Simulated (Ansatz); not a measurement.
**Zn (bcc type): how the settings move a single-point run**

How sensitive is a single-point run of Zn (bcc type) to its settings? A reference run comes first, then one run with altered input.

Program: Ansatz 0.2.0. Level of theory: reference: DFT, PBE, all-electron LAPW, scalar-relativistic. These are calculated values, not measurements.

1 further run of the same task is left out (it didn't finish).

## (1) The structure to begin with

It takes space group Im-3m (No. 229, cubic). The conventional cell has a = 3.101 Å, b = 3.101 Å, c = 3.101 Å, α = 90.00°, β = 90.00°, γ = 90.00°. Around Zn (site symmetry m-3m) lie 8 Zn at 2.69 Å.

As a file:

```
CELL_PARAMETERS angstrom
-1.55057 1.55057 1.55057
1.55057 -1.55057 1.55057
1.55057 1.55057 -1.55057
ATOMIC_POSITIONS crystal
Zn 0.00000 0.00000 0.00000
```

## (2) Reference

Contents of input.yaml:

```yaml
crystal:
  lattice:
    - [-1.5505705374, 1.5505705374, 1.5505705374]
    - [1.5505705374, -1.5505705374, 1.5505705374]
    - [1.5505705374, 1.5505705374, -1.5505705374]
  atoms:
    - { symbol: Zn, position: [0.0, 0.0, 0.0] }
kpoints:
  mp_grid: { grid: [17, 17, 17] }
scf:
  occupations: { method: fermi_dirac, width: 0.05 }
hamiltonian:
  xc: pbe
  pseudopotentials: { kind: all_electron, lapw: { basis_error: 0.001 } }
output:
  forces: true
  stress: true
  eigenvalues: true
```

The run is started by

```
$ ansatz run input.yaml --threads 1 --pin off --max-ram 2048MiB --backend cpu --events-out ev --progress --plain --runs-dir out
```

## (3) Variant: mp_grid.grid [14, 14, 14], preconditioner ldos, xc revpbe

Edit input.yaml of step 2 so:

```diff
@@ -8,7 +8,8 @@
 kpoints:
-  mp_grid: { grid: [17, 17, 17] }
+  mp_grid: { grid: [14, 14, 14] }
 scf:
   occupations: { method: fermi_dirac, width: 0.05 }
+  mixing: { preconditioner: ldos }
 hamiltonian:
-  xc: pbe
+  xc: revpbe
   pseudopotentials: { kind: all_electron, lapw: { basis_error: 0.001 } }
```

**Question.** What will these runs give? Wanted: for each run, ending; energy change; pressure; gap; force.

**Answer**, as computed:

```tsv
run	ending	energy change	pressure (GPa)	gap (eV)	force (eV/Å)	cycles	time
reference	converged	-	2.1	0.00	0.00	6	8.2 s
1: mp_grid.grid [14, 14, 14], preconditioner ldos, xc revpbe	converged	not comparable	4.2	0.00	0.00	6	5.3 s
```

Residual by cycle in the longest SCF loop of each run; runs are numbered as in the table. The quantity is the density residual dr2, in eV.

```tsv
cycle	reference	run 1
1	0.0297	0.0307
2	9.0e-4	3.5e-4
3	0.00255	0.00676
4	5.8e-5	2.2e-4
5	3.5e-8	5.8e-7
6	2.8e-10	4.8e-9
```

Total energies don't compare across a change of functional; the pressure goes from 2.1 to 4.2 GPa. The k-point mesh changed too. Cost: 5.3 s against 8.2 s.
